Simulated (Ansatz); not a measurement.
The system is FeGe.

```
CELL_PARAMETERS angstrom
4.99760 0.00000 0.00000
-2.49880 4.32805 0.00000
0.00000 0.00000 4.11576
ATOMIC_POSITIONS crystal
Ge 0.66667 0.33333 0.50000
Ge 0.33333 0.66667 0.50000
Ge 0.00000 0.00000 0.00000
Fe 0.00000 0.50000 0.00000
Fe 0.50000 0.50000 0.00000
Fe 0.50000 0.00000 0.00000
```

The cell is a database's computed one.

```yaml
Program: Ansatz 0.2.0
Task: relaxation of cell and atoms
Functional: LDA
Potentials_or_basis: Ansatz PAW
Cutoff: "420 eV (not typed: the program's choice for these potentials)"
k_mesh: 6 × 6 × 7
Occupations: fermi-dirac, width 0.05 eV
Spin: collinear spin, ferromagnetic start
Starting_moments: "[0.0, 0.0, 0.0, 3.0, 3.0, 3.0] μB"
Hubbard_terms: Fe d U = 2 eV
```

At the start: volume 14.84 Å³/atom.

How do energy, volume and symmetry change on relaxing?

It ends after 7 steps and the volume is 13.86 Å³/atom (-6.6 %); space group P6/mmm (No. 191, to 0.05 Å); moment 5.80 μB per cell.

Step by step:
```tsv
step	energy change (eV)	largest force (eV/Å)	volume (Å³)
1	0.0000	0.0000	89.02
2	-0.1315	0.0000	85.45
3	-0.1576	0.0000	82.26
4	-0.1619	0.0000	83.07
5	-0.1619	0.0000	83.13
6	-0.1592	0.0000	83.13
7	-0.1592	0.0000	83.13
```

Final structure:
```cif
data_structure
_symmetry_space_group_name_H-M 'P 1'
_symmetry_Int_Tables_number 1
_cell_length_a 4.8998
_cell_length_b 4.8998
_cell_length_c 3.9982
_cell_angle_alpha 90.000
_cell_angle_beta 90.000
_cell_angle_gamma 120.000
_cell_volume 83.13
loop_
_atom_site_label
_atom_site_type_symbol
_atom_site_fract_x
_atom_site_fract_y
_atom_site_fract_z
_atom_site_occupancy
Ge1 Ge 0.66667 0.33333 0.50000 1
Ge2 Ge 0.33333 0.66667 0.50000 1
Ge3 Ge 0.00000 0.00000 0.00000 1
Fe1 Fe 0.00000 0.50000 0.00000 1
Fe2 Fe 0.50000 0.50000 0.00000 1
Fe3 Fe 0.50000 0.00000 0.00000 1
```

Caveat: the magnetic or orbital state may not be the lowest; the plane-wave basis is chosen anew once the cell has moved, so the energies of steps on either side of that aren't comparable; the PAW data sets come from PBE, with cores solved anew for the run's functional, which leaves a small shift of forces and pressure; the U is typed as a test and isn't derived for this compound.
